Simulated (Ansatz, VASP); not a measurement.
## One calculation of CuO, two programs

```
Cu O
1.0
     3.17953    0.00000    0.00000
    -1.58977    2.75356    0.00000
     0.00000    0.00000    4.43149
Cu O
2 2
Direct
  0.00000 0.00000 0.00000
  0.00000 0.00000 0.50000
  0.33333 0.66667 0.25000
  0.66667 0.33333 0.75000
```

Measurements of this composition are mostly on another form, of space group No. 15.

Alike in both runs: functional LDA; k mesh 10 × 10 × 6; occupations fermi-dirac, width 0.05 eV; no spin polarisation.

|  | VASP | Ansatz |
| --- | --- | --- |
| version | VASP 6.6.1 | Ansatz 0.2.0 |
| potentials or method | VASP PAW LDA potentials, release 64 (Cu, O) | Ansatz PAW |
| plane-wave cutoff (eV) | 520 | 420 |
| valence electrons in the cell | 34 | 50 |
| task | single point | projected density of states |

```tsv
	VASP	Ansatz	Ansatz less VASP
gap on the k mesh at the Fermi level (eV)	none	none	-
pressure (GPa)	-9.4	-9.9	-0.46
largest component of the traceless stress (GPa)	29.28	29.00	-0.282
```

A gap of «none» marks a metal or a gap that the smearing closes. The two sets of potentials don't hold the same shells in valence.

Caveats: the run has no spin polarisation, though such a crystal can be magnetic; semilocal functionals often make such compounds metallic where correlation or magnetic order opens a gap, which also shifts bond lengths; the pressure holds a Pulay correction of +1.0 GPa for the finite cutoff (Ansatz); the PAW data sets come from PBE, with cores solved anew for the run's functional, which leaves a small shift of forces and pressure (Ansatz); the density of states is complete only up to the lowest level of the last band computed (Ansatz).
